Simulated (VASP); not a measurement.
Here is a VASP 6.6.1 calculation.

The input INCAR:

```
SYSTEM = BN
ALGO = Normal
EDIFF = 1E-7
ENCUT = 520
GGA = PE
ISIF = 2
ISMEAR = 0
IVDW = 12
LASPH = .True.
LCHARG = .False.
LREAL = .False.
LWAVE = .False.
NBANDS = 16
NELM = 100
PREC = Accurate
SIGMA = 0.02
```

File KPOINTS:

```
k-points
0
Gamma
  12 12 4
  0 0 0
```

POSCAR

```
BN
1.0
    2.5064254127      0.0000000000      0.0000000000
   -1.2532127064      2.1706280801      0.0000000000
    0.0000000000      0.0000000000      6.6141238871
B N
2 2
Direct
    0.3333333333      0.6666666667      0.2500000000
    0.6666666667      0.3333333333      0.7500000000
    0.3333333333      0.6666666667      0.7500000000
    0.6666666667      0.3333333333      0.2500000000
```

Potentials or basis: VASP PAW PBE potentials, release 64 (B, N).

Run with:

```sh
$ cat potpaw_PBE.64/B/POTCAR potpaw_PBE.64/N/POTCAR > POTCAR
$ mpirun -np 1 vasp_std > vasp.out
```

Problem. What does it give for the band gap on the k mesh?

Solution. 4.27 eV, indirect (least direct gap 4.63 eV).

Problem. Predict the pressure.

Solution. 0.1 GPa.

Problem. Predict the dispersion energy per atom.

Solution. -0.142 eV.

Stress tensor (GPa, compression positive):
```
 0.18  0.00  0.00
 0.00  0.18  0.00
 0.00  0.00 -0.14
```

A k mesh can miss the band edges.
